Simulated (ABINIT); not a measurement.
Crystal: Ni.

```xyz
1
Lattice="-1.3837 1.3837 1.3837 1.3837 -1.3837 1.3837 1.3837 1.3837 -1.3837" Properties=species:S:1:pos:R:3 pbc="T T T"
Ni    0.0000    0.0000    0.0000
```

This isn't the form of Ni at room conditions, which is fcc.

Base run:

- Program: ABINIT 10.8.3 (patched build)
- Functional: BLYP
- Potentials or basis: JTH PAW PBE v2.0
- Cutoff: 1333 eV
- k mesh: 13 × 13 × 13
- Occupations: fermi-dirac, width 0.05 eV
- Spin: collinear spin, ferromagnetic start
- Starting moments: [1.0] μB

Its results: band gap on the k mesh none (metal or under the smearing width); pressure 18.4 GPa; net moment 0.55 μB per cell; site moments Ni +0.57 μB.

Q: The run is repeated on the same cell with these changes: functional from BLYP to AM05. What comes out?

A: Band gap on the k mesh none (metal or under the smearing width); pressure -2.7 GPa; net moment 0.59 μB per cell; site moments Ni +0.62 μB.

AM05 binds more tightly than BLYP, so the same cell stands under less pressure.

Caveats: the PAW data sets were made with another functional, which shifts forces and pressure a little.
